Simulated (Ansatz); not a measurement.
# KI: the cost of one run

Program: Ansatz 0.2.0. PAW datasets, plane waves. These are computed values for a spin-unpolarised cell that may be hypothetical; none is a measurement.

## Step 1: Starting point

The cell was relaxed beforehand with r2SCAN.

The symmetry is F-43m (No. 216, cubic); a = 7.932 Å in the conventional setting, 62.38 Å³ an atom. K has 4 I at 3.43 Å; I has 4 K at 3.43 Å.

Structure file:

Space group F-43m (No. 216). a = 7.932 Å, b = 7.932 Å, c = 7.932 Å, α = 90.00°, β = 90.00°, γ = 90.00°
```tsv
atom	site	symmetry	x	y	z
K	4a	-43m	0.0000	0.0000	0.0000
I	4d	-43m	0.2500	0.2500	0.7500
```

## Step 2: PBE bands along the symmetry lines

Input file input.yaml:

```yaml
crystal:
  lattice:
    - [0.0, 3.9658927787, 3.9658927787]
    - [3.9658927787, 0.0, 3.9658927787]
    - [3.9658927787, 3.9658927787, 0.0]
  atoms:
    - { symbol: K, position: [0.0, 0.0, 0.0] }
    - { symbol: I, position: [0.25, 0.25, 0.25] }
kpoints:
  mp_grid: { grid: [6, 6, 6] }
  band_path:
    path:
      - [[0.0, 0.0, 0.0], [-0.5, -0.5, 4.175594256075e-35], [-0.375, -0.375, 0.25]]
      - [[-0.375, -3.111770469119e-17, 0.375], [0.0, 0.0, 0.0], [-9.065748642788e-18, -9.065748642788e-18, 0.5], [-0.5, -0.25, 0.25], [-0.5, -0.5, 4.175594256075e-35]]
    npoints: 10
hamiltonian:
  xc: pbe
scf:
  occupations: { method: fermi_dirac, width: 0.02 }
  n_extra_bands: 4
output:
  forces: true
  stress: true
  eigenvalues: true
```

The run is started by

```
$ ansatz run input.yaml --threads 2 --pin off --max-ram 2211MiB --backend cpu --events-out ev --progress --plain --runs-dir out
```

**Question.** How long does this run take on 2 threads of Arm Neoverse V1, shared host, and how much memory does it need?

About 5.2 s, with a peak of 0.37 GiB.
